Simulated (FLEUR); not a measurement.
# InP (F-43m) in FLEUR: further runs

The runs below take InP through band structure, equation of state, with PBEsol.

Program: FLEUR MaX-R8.1 (later development tree). These are calculated values, not measurements. Logs are shortened: lines on timing, memory, paths and dates and some standing lists are left out, and cuts for length are marked.

**What was measured.**

From a printed reference work, data compilation, for a bulk crystal of InP: band gap 1.4236 eV (direct) at 1.6 K; bulk modulus 71 GPa.

How close the calculation comes is told below.

### 1 The structure

The structure is cubic, space group F-43m (No. 216). The conventional cell has a = 5.861 Å, b = 5.861 Å, c = 5.861 Å, α = 90.00°, β = 90.00°, γ = 90.00°. In (site symmetry -43m) is surrounded by 4 P at 2.54 Å. P (site symmetry -43m) has 4 In at 2.54 Å as nearest neighbours.

### 2 Band structure, PBEsol

File inp.xml:

```xml
<?xml version="1.0" encoding="UTF-8" standalone="no"?>
<fleurInput fleurInputVersion="0.39">
   <comment>
      InP                                                                                                 
   </comment>
   <calculationSetup>
      <cutoffs Kmax="4.85" Gmax="15.0" GmaxXC="15.0" numbands="0"/>
      <scfLoop itmax="60" minDistance="0.00001" maxIterBroyd="15" imix="Anderson" alpha="0.05" precondParam="0.0" spinf="2.0" sdNocoIR="T"/>
      <coreElectrons ctail="T" frcor="F" kcrel="0" coretail_lmax="0"/>
      <xcFunctional name="PBEs" relativisticCorrections="F"/>
      <magnetism jspins="1"/>
      <soc l_soc="F" theta="0.0" phi="0.0" spav="F"/>
      <expertModes spex="0" secvar="F"/>
      <geometryOptimization l_f="F" forcealpha="1.0" forcemix="BFGS" epsdisp="0.00001" epsforce="0.00001"/>
      <ldaU l_linMix="F" mixParam="0.05" spinf="1.0"/>
   </calculationSetup>
   <cell>
      <bzIntegration valenceElectrons="32.0" mode="hist" fermiSmearingEnergy="0.00183747">
         <kPointListSelection listName="default-1"/>
         <!-- k-points included here -->
         <xi:include xmlns:xi="http://www.w3.org/2001/XInclude" href="kpts.xml"> </xi:include>
      </bzIntegration>
      <!-- symmetry operations included here -->
      <xi:include xmlns:xi="http://www.w3.org/2001/XInclude" href="sym.xml"> </xi:include>
      <bulkLattice scale="1.0">
         <bravaisMatrix>
[... 31 lines left out ...]
         </electronConfig>
         <energyParameters s="3" p="3" d="3" f="4"/>
         <lo type="SCLO" l="1" n="2" eDeriv="0"/>
         <lo type="SCLO" l="0" n="3" eDeriv="2"/>
         <lo type="SCLO" l="2" n="3" eDeriv="2"/>
         <lo type="SCLO" l="3" n="4" eDeriv="2"/>
      </species>
   </atomSpecies>
   <atomGroups>
      <atomGroup species="Indium (In)">
         <relPos label="                   1">.0000000000 .0000000000 .0000000000</relPos>
         <force calculate="T" relaxXYZ="TTT"/>
      </atomGroup>
      <atomGroup species="Phosphorous (P)">
         <relPos label="                   2">-1.000/4.000 -1.000/4.000 -1.000/4.000</relPos>
         <force calculate="T" relaxXYZ="TTT"/>
      </atomGroup>
   </atomGroups>
   <output dos="F" band="F" slice="F">
      <checks vchk="F" cdinf="F"/>
      <bandDOS minEnergy="-.5*Htr" maxEnergy="0.5*Htr" sigma="0.015" storeEVData="T"/>
      <vacuumDOS vacdos="F" integ="F" star="F" nstars="0" locx1="0.0" locy1="0.0" locx2="0.0" locy2="0.0" nstm="0" tworkf="0.0"/>
      <unfoldingBand unfoldBand="F" supercellX="1" supercellY="1" supercellZ="1"/>
      <plotting iplot="0" polar="F">
         <plot TwoD="T" vec1="  1.0  0.0  0.0" vec2="  0.0  1.0  0.0" vec3="  0.0  0.0  1.0" zero="  0.0  0.0  0.0" file="plot"/>
      </plotting>
      <chargeDensitySlicing numkpt="0" minEigenval="0.0" maxEigenval="0.0" nnne="0" pallst="F"/>
      <specialOutput eonly="F"/>
      <moessbauerParams electricFieldGradient="T" isomerShift="T" coreHyperfine="T" valenceHyperfine="T"/>
      <magneticCircularDichroism mcd="F" energyLo="-10.0" energyUp="0.0"/>
   </output>
  <!-- We include the file relax.xml here to enable relaxations (see documentation) -->
  <xi:include xmlns:xi="http://www.w3.org/2001/XInclude" href="relax.xml"> <xi:fallback/> </xi:include>
</fleurInput>
```

File crystal.txt:

```
InP
&input cartesian=F /
0.0000000000  2.9305000000  2.9305000000
2.9305000000  0.0000000000  2.9305000000
2.9305000000  2.9305000000  0.0000000000
1.8897261246
1.0 1.0 1.0

2
49 0.0000000000  0.0000000000  0.0000000000
15 0.7500000000  0.7500000000  0.7500000000

&kpt div1=8 div2=8 div3=8 gamma=T /
```

File inp.xml (bands):

```
<?xml version="1.0" encoding="UTF-8" standalone="no"?>
<fleurInput fleurInputVersion="0.39">
   <comment>
      InP                                                                                                 
   </comment>
   <calculationSetup>
      <cutoffs Kmax="4.85" Gmax="15.0" GmaxXC="15.0" numbands="0"/>
      <scfLoop itmax="60" minDistance="0.00001" maxIterBroyd="15" imix="Anderson" alpha="0.05" precondParam="0.0" spinf="2.0" sdNocoIR="T"/>
      <coreElectrons ctail="T" frcor="F" kcrel="0" coretail_lmax="0"/>
      <xcFunctional name="PBEs" relativisticCorrections="F"/>
      <magnetism jspins="1"/>
      <soc l_soc="F" theta="0.0" phi="0.0" spav="F"/>
      <expertModes spex="0" secvar="F"/>
      <geometryOptimization l_f="F" forcealpha="1.0" forcemix="BFGS" epsdisp="0.00001" epsforce="0.00001"/>
      <ldaU l_linMix="F" mixParam="0.05" spinf="1.0"/>
   </calculationSetup>
   <cell>
      <bzIntegration valenceElectrons="32.0" mode="hist" fermiSmearingEnergy="0.00183747">
         <kPointListSelection listName="path-1"/>
         <!-- k-points included here -->
         <xi:include xmlns:xi="http://www.w3.org/2001/XInclude" href="kpts.xml"> </xi:include>
      </bzIntegration>
      <!-- symmetry operations included here -->
      <xi:include xmlns:xi="http://www.w3.org/2001/XInclude" href="sym.xml"> </xi:include>
      <bulkLattice scale="1.0">
         <bravaisMatrix>
            <row-1>    0.0000000000000000     5.5378424081402997     5.5378424081402997</row-1>
[... 30 lines left out ...]
         </electronConfig>
         <energyParameters s="3" p="3" d="3" f="4"/>
         <lo type="SCLO" l="1" n="2" eDeriv="0"/>
         <lo type="SCLO" l="0" n="3" eDeriv="2"/>
         <lo type="SCLO" l="2" n="3" eDeriv="2"/>
         <lo type="SCLO" l="3" n="4" eDeriv="2"/>
      </species>
   </atomSpecies>
   <atomGroups>
      <atomGroup species="Indium (In)">
         <relPos label="                   1">.0000000000 .0000000000 .0000000000</relPos>
         <force calculate="T" relaxXYZ="TTT"/>
      </atomGroup>
      <atomGroup species="Phosphorous (P)">
         <relPos label="                   2">-1.000/4.000 -1.000/4.000 -1.000/4.000</relPos>
         <force calculate="T" relaxXYZ="TTT"/>
      </atomGroup>
   </atomGroups>
   <output dos="F" band="T" slice="F">
      <checks vchk="F" cdinf="F"/>
      <bandDOS minEnergy="-.5*Htr" maxEnergy="0.5*Htr" sigma="0.015" storeEVData="T"/>
      <vacuumDOS vacdos="F" integ="F" star="F" nstars="0" locx1="0.0" locy1="0.0" locx2="0.0" locy2="0.0" nstm="0" tworkf="0.0"/>
      <unfoldingBand unfoldBand="F" supercellX="1" supercellY="1" supercellZ="1"/>
      <plotting iplot="0" polar="F">
         <plot TwoD="T" vec1="  1.0  0.0  0.0" vec2="  0.0  1.0  0.0" vec3="  0.0  0.0  1.0" zero="  0.0  0.0  0.0" file="plot"/>
      </plotting>
      <chargeDensitySlicing numkpt="0" minEigenval="0.0" maxEigenval="0.0" nnne="0" pallst="F"/>
      <specialOutput eonly="F"/>
      <moessbauerParams electricFieldGradient="T" isomerShift="T" coreHyperfine="T" valenceHyperfine="T"/>
      <magneticCircularDichroism mcd="F" energyLo="-10.0" energyUp="0.0"/>
   </output>
  <!-- We include the file relax.xml here to enable relaxations (see documentation) -->
  <xi:include xmlns:xi="http://www.w3.org/2001/XInclude" href="relax.xml"> <xi:fallback/> </xi:include>
</fleurInput>
```

Potentials or basis: all-electron, FLAPW.

The run is started by

```bash
$ inpgen -f crystal.txt -profile fastHighL
$ # inp.xml edited to the form shown
$ fleur_MPI
$ fleur_MPI   # second run, on inp.xml (bands)
```

The log of the run:

```text
Welcome to FLEUR        (www.flapw.de)
      MaX-Release 8.1          (www.max-centre.eu)

 ========== k-point set info ==========
 Selected k-point list: default-1
 k-point list type: mesh
 8 x 8 x 8
 Number of k points: 29

 ------------Calculation Setup---------------------------
 Number of MPI-tasks      :            1
 Number of PE/node        :            1
 Number of OMP-threads    :            1
 Most efficient MPI parallelization for:
           1          29
 Additional eigenvalue parallelization possible
 Number of basis functions:          736
 Approximate size of matrices (H+S) per k-point:         0.016 GB
 --------------------------------------------------------
 Iteration:     1   Distance:       7.47575813 me/bohr^3
 Iteration:     2   Distance:       6.80496315 me/bohr^3
 Iteration:     3   Distance:       3.41370819 me/bohr^3
 Iteration:     4   Distance:       0.95597501 me/bohr^3
 Iteration:     5   Distance:       0.69598649 me/bohr^3
 Iteration:     6   Distance:       0.20274071 me/bohr^3
 Iteration:     7   Distance:       0.13204539 me/bohr^3
 Iteration:     8   Distance:       0.02283328 me/bohr^3
 Iteration:     9   Distance:       0.00213457 me/bohr^3
 Iteration:    10   Distance:       0.00134004 me/bohr^3
 Iteration:    11   Distance:       0.00030640 me/bohr^3
 Iteration:    12   Distance:       0.00008830 me/bohr^3
 Iteration:    13   Distance:       0.00004178 me/bohr^3
 Iteration:    14   Distance:       0.00000456 me/bohr^3

 ********************************************************************
 Run finished successfully
 Stop message:
   all done
 ********************************************************************
```

output (bands):

```text
Welcome to FLEUR        (www.flapw.de)
      MaX-Release 8.1          (www.max-centre.eu)

 ========== k-point set info ==========
 Selected k-point list: path-1
 k-point list type: path
 Number of k points: 60

 ------------Calculation Setup---------------------------
 Number of MPI-tasks      :            1
 Number of PE/node        :            1
 Number of OMP-threads    :            1
 Most efficient MPI parallelization for:
           1           2           3           4           5           6          10          12          15          20          30          60
 Additional eigenvalue parallelization possible
 Number of basis functions:          736
 Approximate size of matrices (H+S) per k-point:         0.016 GB
 --------------------------------------------------------
 Fermi energy correction for insulators:
 No automatic correction of the Fermi energy has been performed.

 Note: Band structure data (together with different weights) is also stored in the banddos.hdf file.
       A convenient way of extracting and plotting the data from that file is by making use of the

 ********************************************************************
 Run finished successfully
 Stop message:
   Charge density postprocessing done.
 ********************************************************************
```

out.xml (last iteration):

```text
<iteration numberForCurrentRun="   14" overallNumber="   14">
         <energyParameters units="Htr">
            <atomicEP atomType="1" spin="1" branch="5s" branchLowest="-4.02" branchHighest="1.18" value="-0.0326944474"/>
            <atomicEP atomType="1" spin="1" branch="5p" branchLowest="-2.48" branchHighest="1.88" value="0.1401257664"/>
            <atomicEP atomType="1" spin="1" branch="4d" branchLowest="-15.51" branchHighest="-0.23" value="-0.3044497517"/>
            <atomicEP atomType="1" spin="1" branch="4f" branchLowest="-9.99" branchHighest="2.05" value="0.4638274963"/>
            <loAtomicEP atomType="1" spin="1" branch="4s" branchLowest="-28.56" branchHighest="-4.02" value="-4.0182179847"/>
            <loAtomicEP atomType="1" spin="1" branch="4p" branchLowest="-23.45" branchHighest="-2.48" value="-2.5010649634"/>
            <loAtomicEP atomType="1" spin="1" branch="4p" branchLowest="-23.45" branchHighest="-2.48" value="-2.5010649634"/>
            <loAtomicEP atomType="1" spin="1" branch="4d" branchLowest="-15.51" branchHighest="-0.23" value="-0.3148336827"/>
            <loAtomicEP atomType="1" spin="1" branch="4f" branchLowest="-9.99" branchHighest="2.05" value="0.4638298077"/>
            <atomicEP atomType="2" spin="1" branch="3s" branchLowest="-5.95" branchHighest="0.95" value="-0.2267104118"/>
            <atomicEP atomType="2" spin="1" branch="3p" branchLowest="-4.13" branchHighest="1.48" value="-0.0017407583"/>
            <atomicEP atomType="2" spin="1" branch="3d" branchLowest="-9.99" branchHighest="1.99" value="0.2116467466"/>
            <atomicEP atomType="2" spin="1" branch="4f" branchLowest="-9.99" branchHighest="4.49" value="0.3797811309"/>
            <loAtomicEP atomType="2" spin="1" branch="2p" branchLowest="-9.99" branchHighest="-4.13" value="-4.1370442331"/>
            <loAtomicEP atomType="2" spin="1" branch="3s" branchLowest="-5.95" branchHighest="0.95" value="-0.2267104118"/>
            <loAtomicEP atomType="2" spin="1" branch="3d" branchLowest="-9.99" branchHighest="1.99" value="0.2116461476"/>
            <loAtomicEP atomType="2" spin="1" branch="4f" branchLowest="-9.99" branchHighest="4.49" value="0.3797841591"/>
         </energyParameters>
         <eigenvalues>
            <eigenvaluesAt spin="1" ikpt="1" k_x="0.00000000" k_y="0.00000000" k_z="0.00000000">
                      -4.1369346605       -4.1369346605       -4.1369346605       -4.0182121763       -2.4937958592
                      -2.4937958592       -2.4937958592       -0.3195301672       -0.3195301672       -0.3195301672
                      -0.3138263070       -0.3138263070       -0.2233644426        0.2009301198        0.2009301198
                       0.2009301198        0.2235034067        0.3484369526        0.3484369526        0.3484369526
                       0.5086788719        0.5457246020        0.5457246020        0.6067724516        0.6067724516
            </eigenvaluesAt>
            <eigenvaluesAt spin="1" ikpt="2" k_x="0.00000000" k_y="0.00000000" k_z="0.12500000">
                      -4.1369347710       -4.1369346503       -4.1369346503       -4.0182121037       -2.4937970934
                      -2.4937960420       -2.4937960420       -0.3202426965       -0.3192515557       -0.3192515557
                      -0.3138240935       -0.3138240935       -0.2167465884        0.1431074234        0.1939636141
                       0.1939636141        0.2589772419        0.3536960830        0.3587433442        0.3587433442
[... 40 lines left out ...]
            <state n="1" l="0" j="0.5" energy="-76.0068463721" weight="1.0000000000"/>
            <state n="2" l="0" j="0.5" energy="-5.9471909784" weight="1.0000000000"/>
         </coreStates>
         <allElectronCharges>
            <spinDependentCharge spin="1" total="64.0000000" interstitial="4.1640214" mtSpheres="59.8359786"/>
            <totalCharge value="63.9999999972"/>
         </allElectronCharges>
         <moessbauerParams unitsHFF="kG" unitsIS="e/bohr^3" unitsEFG="Htr/bohr^2">
            <coreIsomerShift atomType="1" isTotal="176714.92518">
               <shell n="1" l="0" isomerShift="154759.76750"/>
               <shell n="2" l="0" isomerShift="17993.21349"/>
               <shell n="2" l="1" isomerShift="413.73430"/>
               <shell n="3" l="0" isomerShift="3462.41569"/>
               <shell n="3" l="1" isomerShift="85.79417"/>
               <shell n="3" l="2" isomerShift="0.00001"/>
            </coreIsomerShift>
            <coreIsomerShift atomType="2" isTotal="2368.36577">
               <shell n="1" l="0" isomerShift="2205.93060"/>
               <shell n="2" l="0" isomerShift="162.43517"/>
            </coreIsomerShift>
            <isomerShift atomType="1" nucleusRadius="0.0001148" averageDensity="177442.30727"/>
            <isomerShift atomType="2" nucleusRadius="0.0000742" averageDensity="2381.00581"/>
            <electricFieldGradient atomType="1" VXX="0.00000" VYY="0.00000" VZZ="0.00000" asymParam="0.00000">
            </electricFieldGradient>
            <electricFieldGradient atomType="2" VXX="0.00000" VYY="0.00000" VZZ="0.00000" asymParam="0.00000">
            </electricFieldGradient>
         </moessbauerParams>
         <totalEnergy                                    value="    -6222.1388932855" units="Htr">
            <sumOfEigenvalues                            value="    -3729.2127625486">
               <coreElectrons value="-3678.4667407876"/>
               <valenceElectrons value="-50.7460217610"/>
            </sumOfEigenvalues>
            <densityCoulombPotentialIntegral value="-10013.2232418942"/>
            <densityEffectivePotentialIntegral value="-10249.5922840060"/>
            <chargeDenXCDenIntegral value="-179.9610312465"/>
            <FockExchangeEnergyValence value="0.0000000000"/>
            <FockExchangeEnergyCore value="0.0000000000"/>
            <atomTypeDependentContributions atomType="1">
               <electronNucleiInteractionDifferentMTs value="7122.1352310833"/>
               <MadelungTerm value="-23.1766779691"/>
            </atomTypeDependentContributions>
            <atomTypeDependentContributions atomType="2">
               <electronNucleiInteractionDifferentMTs value="401.9509264421"/>
               <MadelungTerm value="-8.6829270548"/>
            </atomTypeDependentContributions>
            <tkbTimesEntropy value="0.0000003809"/>
            <freeEnergy value="-6222.1388936664"/>
            <extrapolationTo0K value="-6222.1388934759"/>
         </totalEnergy>
         <densityConvergence units="me/bohr^3">
            <chargeDensity spin="1" distance="0.0000045600"/>
         </densityConvergence>
      </iteration>
```

It took 3.2 min on 1 thread of Arm Neoverse V1, shared host; peak memory 0.08 GiB.

Results:

| Property | Result |
| --- | --- |
| Free energy | -169313.0247 eV |
| Band gap on the k mesh | 0.61 eV, direct |
| Band gap along the path | 0.61 eV, direct |
| Valence electrons inside the program's atomic spheres | In 19.03; P 8.81 (radii In 2.42, P 2.02 bohr) |

Levels at the corners of the path, in eV from the valence-band top:
| point | band 12 | band 13 | band 14 | band 15 | band 16 | band 17 | band 18 | band 19 | band 20 | band 21 |
| --- | --- | --- | --- | --- | --- | --- | --- | --- | --- | --- |
| Γ | -14.01 | -11.55 | 0.00 | 0.00 | 0.00 | 0.61 | 4.01 | 4.01 | 4.01 | 8.37 |
| X | -13.97 | -9.13 | -5.81 | -2.35 | -2.35 | 1.63 | 2.17 | 9.10 | 9.53 | 9.53 |
| W | -13.99 | -9.05 | -5.66 | -3.00 | -2.96 | 4.20 | 4.34 | 5.47 | 6.08 | 10.11 |
| K | -13.99 | -9.14 | -5.67 | -3.36 | -1.96 | 2.25 | 4.32 | 7.42 | 7.45 | 8.16 |
| Γ | -14.01 | -11.55 | 0.00 | 0.00 | 0.00 | 0.61 | 4.01 | 4.01 | 4.01 | 8.37 |
| L | -13.99 | -9.80 | -5.80 | -0.98 | -0.98 | 1.40 | 4.73 | 4.73 | 6.95 | 9.32 |
| U | -13.99 | -9.14 | -5.67 | -3.36 | -1.96 | 2.25 | 4.32 | 7.42 | 7.45 | 8.16 |
| W | -13.99 | -9.05 | -5.66 | -3.00 | -2.96 | 4.20 | 4.34 | 5.47 | 6.08 | 10.11 |
| L | -13.99 | -9.80 | -5.80 | -0.98 | -0.98 | 1.40 | 4.73 | 4.73 | 6.95 | 9.32 |
| K | -13.99 | -9.14 | -5.67 | -3.36 | -1.96 | 2.25 | 4.32 | 7.42 | 7.45 | 8.16 |
| U | -13.99 | -9.14 | -5.67 | -3.36 | -1.96 | 2.25 | 4.32 | 7.42 | 7.45 | 8.16 |
| X | -13.97 | -9.13 | -5.81 | -2.35 | -2.35 | 1.63 | 2.17 | 9.10 | 9.53 | 9.53 |

Core levels (eV from the Fermi level):
```csv
atom,levels
1 In,"1s1/2 -27718.0, 2s1/2 -4145.7, 2p1/2 -3866.4, 2p3/2 -3655.7, 3s1/2 -783.0, 3p1/2 -670.3, 3p3/2 -632.2, 3d3/2 -432.7, 3d5/2 -424.9"
2 P,"1s1/2 -2074.1, 2s1/2 -167.6"
```

Caveat: spin-orbit coupling is left out, which moves the levels of the heavy elements.

(Continued in part 2 of 2.)
